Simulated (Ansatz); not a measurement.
This Ge structure is the end of a relaxation. The cell was found from a structure generator's guess, not taken from experiment.

These are results of DFT PBE, scalar-relativistic, plane waves, PAW (Ansatz), not measurements. Cutoff 420 eV, Γ-centred mesh, Gaussian smearing, no spin polarisation.

```
Ge
1.0
     4.06746    0.00000    0.00000
    -2.03373    3.52253    0.00000
     0.00000    0.00000   16.66561
Ge
10
Direct
  0.33333 0.66667 0.12477
  0.33333 0.66667 0.52510
  0.66667 0.33333 0.72578
  0.00000 0.00000 0.92521
  0.66667 0.33333 0.32430
  0.33333 0.66667 0.67570
  0.00000 0.00000 0.07479
  0.66667 0.33333 0.87523
  0.33333 0.66667 0.27422
  0.66667 0.33333 0.47490
```

Energies count from the standard state of Ge at the same level.

(1) Find its symmetry and describe it.

(2) How far does it lie from the standard state of Ge?

(3) Is it a metal?

Answers

(1) P-3m1 (No. 164). Conventional cell: a = 4.067 Å, c = 16.666 Å. Around Ge on its first site lie 4 Ge at 2.49 Å; Ge on its second site has 4 Ge at 2.49–2.51 Å; Ge on its third site is surrounded by 4 Ge at 2.49 Å; Ge on its fourth site has 4 Ge at 2.49 Å; 1 more site not described.

(2) 0.00 eV/atom. It is level with the standard state within the noise.

(3) There is no gap on the 12×12×4 mesh, but valence and conduction bands overlap by only 0.08 eV, so at this level it is a semimetal.

The last run used a 12×12×4 mesh (in the run's order of axes) for its 10-atom cell and Gaussian smearing of 0.10 eV. The zero gap may come from the functional, which often closes small gaps. A later test with randomly moved atoms came back to the same energy, though modes that don't fit the test's cell weren't probed.
